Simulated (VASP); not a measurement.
Here is a VASP 6.6.1 calculation.

INCAR

```
PREC = Accurate
ENCUT = 700
EDIFF = 1E-7
ISMEAR = 0
SIGMA = 0.1
LREAL = False
LASPH = True
NELM = 80
ALGO = Normal
ISIF = 3
LWAVE = False
LCHARG = False
GGA = PS
IBRION = 2
NSW = 80
EDIFFG = -0.002
PSTRESS = 750.0
```

Contents of KPOINTS:

```
regular mesh
0
Gamma
  16 16 16
```

Contents of POSCAR:

```
Hf                                      
1.0
   -1.5367305168      1.5367305168      1.5367305168
    1.5367305168     -1.5367305168      1.5367305168
    1.5367305168      1.5367305168     -1.5367305168
  Hf            
     1
Direct
     0.0000000000000000    0.0000000000000000    0.0000000000000000
```

Potentials or basis: VASP PAW PBE potentials, release 64 (Hf_pv).

Command:

```console
$ cat potpaw_PBE.64/Hf_pv/POTCAR > POTCAR
$ mpirun -np 1 vasp_std > vasp.out
```

Q: What does it give for the band gap on the k mesh?

A: None (metal or under the smearing width).

Final structure:
```cif
data_structure
_symmetry_space_group_name_H-M 'P 1'
_symmetry_Int_Tables_number 1
_cell_length_a 2.6617
_cell_length_b 2.6617
_cell_length_c 2.6617
_cell_angle_alpha 109.471
_cell_angle_beta 109.471
_cell_angle_gamma 109.471
_cell_volume 14.52
loop_
_atom_site_label
_atom_site_type_symbol
_atom_site_fract_x
_atom_site_fract_y
_atom_site_fract_z
_atom_site_occupancy
Hf1 Hf 0.00000 0.00000 0.00000 1
```

Caveat: the relaxation stopped at its first step, so nothing moved. Spin-orbit coupling is left out, which matters for the levels of Hf.
